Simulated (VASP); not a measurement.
Here is a VASP 6.6.1 calculation.

INCAR

```
SYSTEM = AgCl
PREC = Accurate ; ENCUT = 600
EDIFF = 1E-7 ; ISMEAR = 0
SIGMA = 0.02 ; LREAL = .FALSE.
LASPH = .TRUE. ; NELM = 60
ALGO = Normal ; ISIF = 3
LWAVE = .FALSE. ; LCHARG = .FALSE.
GGA = CA ; IBRION = 2
NSW = 100 ; EDIFFG = -0.005
```

KPOINTS

```
Automatic mesh
0
G
  8 8 8
  0 0 0
```

File POSCAR:

```
AgCl
1.0
    0.0000000000      2.7350000000      2.7350000000
    2.7350000000      0.0000000000      2.7350000000
    2.7350000000      2.7350000000      0.0000000000
Ag Cl
1 1
Direct
    0.0000000000      0.0000000000      0.0000000000
    0.5000000000      0.5000000000      0.5000000000
```

Potentials or basis: VASP PAW LDA potentials, release 64 (Ag, Cl).

The run is started by

```sh
$ cat potpaw_LDA.64/Ag/POTCAR potpaw_LDA.64/Cl/POTCAR > POTCAR
$ mpirun -np 1 vasp_std > vasp.out
```

Predict the relaxed cell.

a = 3.787 Å, b = 3.787 Å, c = 3.787 Å, α = 60.00°, β = 60.00°, γ = 60.00°.

Predict the relaxed volume.

19.20 Å³/atom.

What does it give for the space group after relaxing (to 0.05 Å)?

Fm-3m (No. 225).

Predict the band gap on the k mesh.

0.65 eV, indirect (least direct gap 3.36 eV).

Final structure:
```
CELL_PARAMETERS angstrom
0.00000 2.67793 2.67793
2.67793 0.00000 2.67793
2.67793 2.67793 0.00000
ATOMIC_POSITIONS crystal
Ag 0.00000 0.00000 0.00000
Cl 0.50000 0.50000 0.50000
```

A k mesh can miss the band edges. LDA usually gives volumes a few per cent too small.
